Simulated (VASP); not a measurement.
Wanted: the native input for a VASP 6.6.1 run.

| Quantity | Value |
| --- | --- |
| Task | band structure |
| Functional | PBE |
| Dispersion | D3(BJ) |
| Potentials or basis | VASP PAW PBE potentials, release 64 (S, W_sv) |
| Cutoff | 520 eV |
| k mesh | 12 × 12 × 1 |
| Occupations | gaussian, width 0.03 eV |
| Spin | spin-orbit coupling, no magnetisation |
| Dipole correction | yes |
| Further INCAR settings | ALGO = Fast; EDIFF = 1e-06; NBANDS = 41 |

The structure of WS2 lies in POSCAR:

```
WS2                                     
1.0
    3.1595117185      0.0000000000      0.0000000000
   -1.5797558592      2.7362174078      0.0000000000
    0.0000000000      0.0000000000     21.1250000000
  S               W             
     2     1
Direct
     0.3333333300000021    0.6666666699999979    0.4253894794160686
     0.3333333300000021    0.6666666699999979    0.5746105205839314
     0.6666666699999979    0.3333333300000021    0.5000000000000000
```

One way to write it, as run:

INCAR

```
SYSTEM = WS2
ALGO     = Fast           ! electronic algorithm
DIPOL    = 0.5 0.5 0.500
EDIFF    = 1E-6           ! SCF threshold, eV
ENCUT    = 520            ! plane-wave cutoff, eV
GGA      = PE             ! functional
GGA_COMPAT= .FALSE.      
IDIPOL   = 3            
ISIF     = 2              ! what is computed and relaxed
ISMEAR   = 0              ! smearing method
IVDW     = 12             ! dispersion correction
KPAR     = 2            
LASPH    = .TRUE.         ! aspherical terms in the spheres
LCHARG   = .FALSE.        ! write CHGCAR
LDIPOL   = .TRUE.       
LMAXMIX  = 4              ! l up to which the mixer works
LORBIT   = 11             ! projections on sites
LREAL    = .FALSE.        ! projectors in reciprocal space
LSORBIT  = .TRUE.         ! spin-orbit coupling
LVACPOTAV= .TRUE.       
LVHAR    = .TRUE.       
LWAVE    = .FALSE.        ! write WAVECAR
MAGMOM   = 0 0 0 0 0 0 0 0 0 ! initial moments
NBANDS   = 41             ! bands
NELM     = 80             ! most SCF steps
PREC     = Accurate       ! precision mode
SIGMA    = 0.03           ! smearing width, eV
```

KPOINTS

```
k-points
0
G
  12 12 1
  0 0 0
```

KPOINTS_OPT

```
explicit points
67
Reciprocal
 0.0000000000  0.0000000000  0.0000000000 1
 0.0357142900  0.0000000000  0.0000000000 1
 0.0714285700  0.0000000000  0.0000000000 1
 0.1071428600  0.0000000000  0.0000000000 1
 0.1428571400  0.0000000000  0.0000000000 1
 0.1785714300  0.0000000000  0.0000000000 1
 0.2142857100  0.0000000000  0.0000000000 1
 0.2500000000  0.0000000000  0.0000000000 1
 0.2857142900  0.0000000000  0.0000000000 1
 0.3214285700  0.0000000000  0.0000000000 1
 0.3571428600  0.0000000000  0.0000000000 1
 0.3928571400  0.0000000000  0.0000000000 1
 0.4285714300  0.0000000000  0.0000000000 1
 0.4642857100  0.0000000000  0.0000000000 1
 0.5000000000  0.0000000000  0.0000000000 1
 0.4791666700  0.0416666700  0.0000000000 1
 0.4583333300  0.0833333300  0.0000000000 1
 0.4375000000  0.1250000000  0.0000000000 1
 0.4166666700  0.1666666700  0.0000000000 1
 0.3958333300  0.2083333300  0.0000000000 1
 0.3750000000  0.2500000000  0.0000000000 1
 0.3541666700  0.2916666700  0.0000000000 1
 0.3333333300  0.3333333300  0.0000000000 1
 0.3137254900  0.3137254900  0.0000000000 1
 0.2941176500  0.2941176500  0.0000000000 1
 0.2745098000  0.2745098000  0.0000000000 1
 0.2549019600  0.2549019600  0.0000000000 1
 0.2352941200  0.2352941200  0.0000000000 1
 0.2156862700  0.2156862700  0.0000000000 1
 0.1960784300  0.1960784300  0.0000000000 1
 0.1764705900  0.1764705900  0.0000000000 1
 0.1568627500  0.1568627500  0.0000000000 1
 0.1372549000  0.1372549000  0.0000000000 1
 0.1176470600  0.1176470600  0.0000000000 1
 0.0980392200  0.0980392200  0.0000000000 1
 0.0784313700  0.0784313700  0.0000000000 1
 0.0588235300  0.0588235300  0.0000000000 1
 0.0392156900  0.0392156900  0.0000000000 1
 0.0196078400  0.0196078400  0.0000000000 1
 0.0000000000  0.0000000000  0.0000000000 1
 0.0000000000  0.0000000000  0.0000000000 1
 0.0060733500 -0.0030366800  0.0000000000 1
-0.0060733500  0.0030366800  0.0000000000 1
 0.0177139500 -0.0088569700  0.0000000000 1
-0.0177139500  0.0088569700  0.0000000000 1
 0.0000000000  0.0052596800  0.0000000000 1
-0.0000000000 -0.0052596800  0.0000000000 1
 0.0000000000  0.0153407300  0.0000000000 1
-0.0000000000 -0.0153407300  0.0000000000 1
 0.5000000000  0.0000000000  0.0000000000 1
 0.5060733500 -0.0030366800  0.0000000000 1
 0.4939266500  0.0030366800  0.0000000000 1
 0.5177139500 -0.0088569700  0.0000000000 1
 0.4822860500  0.0088569700  0.0000000000 1
 0.5000000000  0.0052596800  0.0000000000 1
 0.5000000000 -0.0052596800  0.0000000000 1
 0.5000000000  0.0153407300  0.0000000000 1
 0.5000000000 -0.0153407300  0.0000000000 1
 0.3333333300  0.3333333300  0.0000000000 1
 0.3394066800  0.3302966500  0.0000000000 1
 0.3272599800  0.3363700100  0.0000000000 1
 0.3510472800  0.3244763600  0.0000000000 1
 0.3156193800  0.3421903000  0.0000000000 1
 0.3333333300  0.3385930100  0.0000000000 1
 0.3333333300  0.3280736500  0.0000000000 1
 0.3333333300  0.3486740600  0.0000000000 1
 0.3333333300  0.3179926000  0.0000000000 1
```

Potentials or basis: VASP PAW PBE potentials, release 64 (S, W_sv).

Command:

```bash
$ cat potpaw_PBE.64/S/POTCAR potpaw_PBE.64/W_sv/POTCAR > POTCAR
$ mpirun -np 2 vasp_ncl > vasp.out
```

It gave:

The largest force is 0.026 eV/Å. The valence electrons inside the program's atomic spheres are S 3.72; W 12.04, the dispersion energy per atom is -0.310 eV and the work function of the upper face is 5.16 eV. The work function of the lower face is 5.16 eV.

Run time: 9.6 min on 2 MPI ranks on Intel(R) Xeon(R) 6975P-C (Granite Rapids) (shared host), peak memory 0.9 GiB a rank.
